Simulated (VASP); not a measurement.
**AlN: single point with PBE**

AlN:

```xyz
2
Lattice="0.0000 2.0345 2.0345 2.0345 0.0000 2.0345 2.0345 2.0345 0.0000" Properties=species:S:1:pos:R:3 pbc="T T T"
Al    2.0345    2.0345    2.0345
N     0.0000    0.0000    0.0000
```

Measurements of this composition are mostly on another form, of space group No. 186.

```yaml
Program: VASP 6.6.1
Task: single point
Functional: PBE
Potentials_or_basis: VASP PAW PBE potentials, release 64 (Al_GW, N_GW)
Cutoff: 500 eV
k_mesh: 5 × 5 × 5
Occupations: gaussian, width 0.02 eV
Spin: no spin polarisation
Further_INCAR_settings: ALGO = Normal; EDIFF = 1e-06
```

```json
{"Pressure": "-1.0 GPa", "Band gap on the k mesh": "5.03 eV, indirect (least direct gap 5.41 eV)"}
```

Levels at points of the mesh, in eV from the valence-band top:
```
           k point  band 2  band 3  band 4  band 5  band 6  band 7
(0.00, 0.00, 0.00)    0.00    0.00    0.00    5.41   12.08   12.08
```

Run time: 2.6 s on 1 thread of AMD EPYC 9R45 96-Core Processor (Zen 5), on a shared host, peak memory 0.1 GiB.

Caveat: the k mesh is coarse (spacing up to 0.53 Å⁻¹), so the values aren't converged; the cutoff is under 1.25 times the usual one of these potentials, so pressure, stress and relaxed cells hold a basis-set (Pulay) error; an odd mesh through Γ misses points on the zone boundary, where band edges often lie.
